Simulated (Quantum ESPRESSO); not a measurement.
MgSi:

```
Si Mg
1.0
     1.50251   -5.42602    0.00000
     1.50251    5.42602    0.00000
     0.00000    0.00000    4.34018
Si Mg
2 2
Direct
  0.57064 0.42936 0.75000
  0.42936 0.57064 0.25000
  0.16838 0.83162 0.25000
  0.83162 0.16838 0.75000
```

The cell comes from a database or a generator and needn't be the stable form of this composition.

| Item | Value |
| --- | --- |
| Program | Quantum ESPRESSO 7.5 |
| Task | single point |
| Functional | PBEsol |
| Potentials or basis | GBRV 1.5 PBEsol |
| Cutoff | 612 eV |
| Density cutoff | 4898 eV |
| k mesh | 9 × 9 × 6 |
| Occupations | fermi-dirac, width 0.05 eV |
| Spin | no spin polarisation |

On this cell: pressure -1.5 GPa; largest force 0.167 eV/Å; band gap on the k mesh none (metal or under the smearing width).

The same run follows on a disturbed copy (atoms moved at random, drawn with an rms of 0.05 Å):

```
Si Mg
1.0
     1.50251   -5.42602    0.00000
     1.50251    5.42602    0.00000
     0.00000    0.00000    4.34018
Si Mg
2 2
Direct
  0.55785 0.41962 0.74593
  0.44416 0.58904 0.24505
  0.17247 0.83235 0.25736
  0.81333 0.15666 0.75889
```

**Question.** What changes?

**Answer.** The energy (extrapolated to zero smearing) moves by +7.7 meV/atom; pressure -1.4 GPa; largest force 0.363 eV/Å; band gap on the k mesh none (metal or under the smearing width).

Forces on the atoms (eV/Å):
```
Si   0.115  0.197  0.117
Si  -0.197 -0.259  0.162
Mg  -0.087  0.298 -0.113
Mg   0.169 -0.236 -0.166
```

Stress tensor (GPa, compression positive):
```
-2.07  0.16 -0.08
 0.16 -1.26 -0.05
-0.08 -0.05 -0.99
```
